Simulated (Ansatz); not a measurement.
Runs of Ansatz 0.2.0 on SrVO3. The structure is cubic, space group Pm-3m (No. 221). Conventional cell: a = 3.841 Å, b = 3.841 Å, c = 3.841 Å, α = 90.00°, β = 90.00°, γ = 90.00°. Sr (site symmetry m-3m) is surrounded by 12 O at 2.72 Å. V (site symmetry m-3m) has 6 O at 1.92 Å as nearest neighbours. Around O (site symmetry 4/mmm) lie 2 V at 1.92 Å. 

```csv
level,gap on the mesh (eV),pressure (GPa),moment (μB),relaxed volume (Å³/atom)
revPBE+D4,none,0.0,0.00,(b)
BLYP+D3(BJ),-,0.0,0.00,(a)
revPBE+D3(BJ),none,0.0,0.00,11.25
RPBE+D4,none,0.0,0.00,11.37
RPBE+D3(BJ),-,0.0,0.00,10.31
```

Alike in all rows: task relaxation of cell and atoms; potentials or basis Ansatz PAW; spin collinear, ferromagnetic start; cell relaxed; k mesh 7 × 7 × 7; cutoff (eV) 420; smearing fermi-dirac 0.05 eV.

Q: Estimate the missing entries.

A: (a) 11.32; (b) 11.31.

Caveats: the plane-wave basis is chosen anew once the cell has moved, so the energies of steps on either side of that aren't comparable; the PAW data sets come from PBE, with cores solved anew for the run's functional, which leaves a small shift of forces and pressure; the starting moments weren't kept; semilocal functionals often make such compounds metallic where correlation or magnetic order opens a gap, which also shifts bond lengths (some runs); pairwise dispersion overbinds metals, which lowers pressure and volume (some runs).

A k mesh can miss the band edges, and the runs leave out spin-orbit coupling on Sr.

A gap of «none» marks a metal or a gap under the smearing width.
